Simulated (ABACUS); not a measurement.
Crystal: V.

```
CELL_PARAMETERS angstrom
-1.51435 1.51435 1.51435
1.51435 -1.51435 1.51435
1.51435 1.51435 -1.51435
ATOMIC_POSITIONS crystal
V 0.00000 0.00000 0.00000
```

A run of ABACUS 3.10.1 on this cell left the log below. Logs are shortened: lines on timing, memory, paths and dates and some standing lists are left out, and cuts for length are marked.

```text
ABACUS v3.10.1

               Atomic-orbital Based Ab-initio Computation at UStc

 ------------------------------------------------------------------------------------

 READING GENERAL INFORMATION
                           global_out_dir = OUT.V/
                           global_in_card = INPUT
                               pseudo_dir = ./
                              orbital_dir =
                                    DSIZE = 4
                                    GSIZE = 1

 READING UNITCELL INFORMATION
                                    ntype = 1
                  lattice constant (Bohr) = 1.88973
              lattice constant (Angstrom) = 1

 READING ATOM TYPE 1
                               atom label = V
                      L=0, number of zeta = 1
                      L=1, number of zeta = 1
                      L=2, number of zeta = 1
             number of atom for this type = 1
               magnetization of element 1 = 2

                        TOTAL ATOM NUMBER = 1
DIRECT COORDINATES
    atom                   x                   y                   z     mag                  vx                  vy                  vz
taud_V1            0.0000000000        0.0000000000        0.0000000000  2.0000        0.0000000000        0.0000000000        0.0000000000

                          Volume (Bohr^3) = 93.7423
                             Volume (A^3) = 13.8912

 Lattice vectors: (Cartesian coordinate: in unit of a_0)
             -1.51435            +1.51435            +1.51435
             +1.51435            -1.51435            +1.51435
             +1.51435            +1.51435            -1.51435
 Reciprocal vectors: (Cartesian coordinate: in unit of 2 pi/a_0)
                   +0           +0.330175           +0.330175
            +0.330175                  +0           +0.330175
            +0.330175           +0.330175                  +0
 The esolver type has been set to : ksdft_pw

                PAO radial cut off (Bohr) = 10

 Read in pseudopotential file is V_ONCV_PBE-1.2.upf
                     pseudopotential type = NC
          exchange-correlation functional = PBE
                 nonlocal core correction = 0
[... 134 lines left out ...]
 NONSELF-CONSISTENT
 -------------------------------------------
                                 init_chg = file
 try to read charge from file
 Read in the charge density: OUT.V//V-CHARGE-DENSITY.restart
 try to read kinetic energy density from file
 Read in the kinetic energy density: OUT.V//V-TAU-DENSITY.restart

 PW ALGORITHM --------------- ION=   1  ELEC=   1--------------------------------
 k(1/124) Iter steps (avg)=17 threshold=1e-07
 k(2/124) Iter steps (avg)=15 threshold=1e-07
 k(3/124) Iter steps (avg)=13 threshold=1e-07
 k(4/124) Iter steps (avg)=18 threshold=1e-07
 k(5/124) Iter steps (avg)=19 threshold=1e-07
 k(6/124) Iter steps (avg)=13 threshold=1e-07
 k(7/124) Iter steps (avg)=11 threshold=1e-07
 k(8/124) Iter steps (avg)=12 threshold=1e-07
 k(9/124) Iter steps (avg)=12 threshold=1e-07
 k(10/124) Iter steps (avg)=20 threshold=1e-07
[... 12 lines left out ...]
 k(23/124) Iter steps (avg)=12 threshold=1e-07
 k(24/124) Iter steps (avg)=12 threshold=1e-07
 k(25/124) Iter steps (avg)=14 threshold=1e-07
 k(26/124) Iter steps (avg)=20 threshold=1e-07
 k(27/124) Iter steps (avg)=20 threshold=1e-07
 k(28/124) Iter steps (avg)=21 threshold=1e-07
 k(29/124) Iter steps (avg)=16 threshold=1e-07
 k(30/124) Iter steps (avg)=16 threshold=1e-07
 k(31/124) Iter steps (avg)=17 threshold=1e-07
 k(32/124) Iter steps (avg)=17 threshold=1e-07
[... levels at 32 k points of this process ...]

          total magnetism (Bohr mag/cell) = 0.578627
       absolute magnetism (Bohr mag/cell) = 0.579063
                        nelec for spin up = 6.78931
                      nelec for spin down = 6.21069

 Density error is 0.00000000000
                          Error Threshold = 1.00000000000e-07
----------------------------------------------------------
     Energy           Rydberg                 eV
----------------------------------------------------------
 E_KohnSham     -142.2899417539      -1935.9539759407
 E_KS(sigma->0) -142.2896739137      -1935.9503317876
 E_Harris       -142.2899417539      -1935.9539759407
 E_band         -12.4378709172       -169.2259154621
 E_one_elec     -46.5444122465       -633.2692166137
 E_Hartree      28.6285286616        389.5111151543
 E_xc           -16.9148439380       -230.1382583381
 E_Ewald        -107.4586785505      -1462.0503278371
 E_entropy(-TS) -0.0005356804        -0.0072883061
 E_descf        0.0000000000         0.0000000000
 E_exx          0.0000000000         0.0000000000
 E_Fermi        1.2188127986         16.5827988562
----------------------------------------------------------

 charge density convergence is achieved
 final etot is -1935.9539759 eV
 EFERMI = 16.582798856 eV

 STATE ENERGY(eV) AND OCCUPATIONS    NSPIN == 2
SPIN UP :
 1/16 kpoint (Cartesian) = 0.0000 0.0000 0.0000 (1505 pws)
       1       -50.9907      0.0161290
       2       -23.1542      0.0161290
       3       -23.1542      0.0161290
       4       -23.1542      0.0161290
       5        8.79899      0.0161290
       6        16.1907      0.0161227
[... 98 lines left out ...]
       5        12.6821      0.0161290
       6        15.5533      0.0161290
[... 10 lines left out ...]
      17        47.9217        0.00000
      18        50.8005        0.00000

[... levels at 26 further k points ...]

 --------------------------------------------
 !FINAL_ETOT_IS -1935.953975940666 eV
 --------------------------------------------

 Output bands in file: OUT.V/BANDS_1.dat

 Output bands in file: OUT.V/BANDS_2.dat
```

Task: What input gives this log?

Result: Band structure with r2SCAN, collinear spin, ferromagnetic start. The files as run (others can give the same):

INPUT
```
INPUT_PARAMETERS
suffix              V
calculation         nscf
basis_type          pw
pseudo_dir          ./
symmetry            -1
dft_functional      MGGA_X_R2SCAN+MGGA_C_R2SCAN
ecutwfc             97.0
pseudo_rcut         10
nspin               2
nbands              18
ks_solver           dav
smearing_method     fd
smearing_sigma      0.00367493
scf_thr             1e-08
scf_nmax            100
mixing_type         broyden
mixing_beta         0.4
mixing_tau          1
init_chg            file
pw_diag_thr         1e-07
out_band            1
kpar                4
```

STRU
```
ATOMIC_SPECIES
V 50.9415 V_ONCV_PBE-1.2.upf

LATTICE_CONSTANT
1.8897261246

LATTICE_VECTORS
-1.5143500000 1.5143500000 1.5143500000
1.5143500000 -1.5143500000 1.5143500000
1.5143500000 1.5143500000 -1.5143500000

ATOMIC_POSITIONS
Direct

V
0.0
1
0.0000000000 0.0000000000 0.0000000000 1 1 1 mag 2
```

KPT
```
K_POINTS
8
Line
0.00000000 0.00000000 0.00000000 10 // G
0.50000000 -0.50000000 0.50000000 10 // H
0.00000000 0.00000000 0.50000000 10 // N
0.00000000 0.00000000 0.00000000 10 // G
0.25000000 0.25000000 0.25000000 10 // P
0.50000000 -0.50000000 0.50000000 1 // H
0.25000000 0.25000000 0.25000000 10 // P
0.00000000 0.00000000 0.50000000 1 // N
```

Potentials or basis: SG15 ONCV 1.2 PBE, plane waves.
The run is started by
```bash
$ OMP_NUM_THREADS=1 mpirun -np 4 abacus > log
```

Caveat: the density is read from an earlier self-consistent run, whose mesh may be coarse.
